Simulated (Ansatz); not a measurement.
Crystal: Pt.

```
Pt
1.0
     0.00000    1.96090    1.96090
     1.96090    0.00000    1.96090
     1.96090    1.96090    0.00000
Pt
1
Cartesian
  0.0000 0.0000 0.0000
```

```yaml
Program: Ansatz 0.2.0
Task: relaxation of cell and atoms
Functional: RPBE
Potentials_or_basis: all-electron LAPW, scalar-relativistic
Basis_error_allowed: 0.001 eV/atom
k_mesh: 12 × 12 × 12
Occupations: fermi-dirac, width 0.05 eV
Spin: no spin polarisation
```

At the start: volume 15.08 Å³/atom.

Task: How do energy, volume and symmetry change on relaxing?

Result: Over 4 steps the energy falls by 35.9 meV/atom and the volume is 15.92 Å³/atom (+5.6 %); space group Fm-3m (No. 225, to 0.05 Å).

The path:
```csv
step,energy change (eV),largest force (eV/Å),volume (Å³)
1,0.0000,0.0000,15.08
2,-0.0345,0.0000,16.10
3,-0.0359,0.0000,15.92
4,-0.0359,0.0000,15.92
```

Final structure:
```xyz
1
Lattice="0.0000 1.9968 1.9968 1.9968 0.0000 1.9968 1.9968 1.9968 0.0000" Properties=species:S:1:pos:R:3 pbc="T T T"
Pt    0.0000    0.0000    0.0000
```
